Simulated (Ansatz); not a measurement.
Crystal: C.

```
CELL_PARAMETERS angstrom
0.00000 1.78337 1.78337
1.78337 0.00000 1.78337
1.78337 1.78337 0.00000
ATOMIC_POSITIONS crystal
C 0.75000 0.75000 0.75000
C 0.50000 0.50000 0.50000
```

This isn't the form of C at room conditions, which is graphite.

- Program: Ansatz 0.2.0
- Task: relaxation of cell and atoms
- Functional: PBEsol
- Dispersion: D4
- Potentials or basis: Ansatz PAW
- Cutoff: 420 eV (not typed: the program's choice for these potentials)
- k mesh: 13 × 13 × 13
- Occupations: fermi-dirac, width 0.05 eV
- Spin: no spin polarisation

At the start: volume 5.67 Å³/atom.

Problem. Where does the relaxation end?

Solution. It ends after 7 steps and the volume is 5.57 Å³/atom (-1.8 %); space group Fd-3m (No. 227, to 0.05 Å).

Step by step:
| step | energy change (eV) | largest force (eV/Å) | volume (Å³) |
| --- | --- | --- | --- |
| 1 | 0.0000 | 0.0000 | 11.34 |
| 2 | -0.0049 | 0.0000 | 11.22 |
| 3 | -0.0061 | 0.0000 | 11.15 |
| 4 | -0.0061 | 0.0000 | 11.15 |
| 5 | -0.0049 | 0.0000 | 11.15 |
| 6 | -0.0050 | 0.0000 | 11.14 |
| 7 | -0.0050 | 0.0000 | 11.14 |

Final structure:
```cif
data_structure
_symmetry_space_group_name_H-M 'P 1'
_symmetry_Int_Tables_number 1
_cell_length_a 2.5072
_cell_length_b 2.5072
_cell_length_c 2.5072
_cell_angle_alpha 60.000
_cell_angle_beta 60.000
_cell_angle_gamma 60.000
_cell_volume 11.14
loop_
_atom_site_label
_atom_site_type_symbol
_atom_site_fract_x
_atom_site_fract_y
_atom_site_fract_z
_atom_site_occupancy
C1 C 0.75000 0.75000 0.75000 1
C2 C 0.50000 0.50000 0.50000 1
```

The cell as given is a measured one (5.67 Å³/atom); PBEsol+D4 puts the equilibrium volume -1.8 % from it, thermal expansion not counted.

Caveat: the plane-wave basis is chosen anew once the cell has moved, so the energies of steps on either side of that aren't comparable; the pressure holds a Pulay correction of +1.0 GPa for the finite cutoff; the PAW data sets come from PBE, with cores solved anew for the run's functional, which leaves a small shift of forces and pressure.
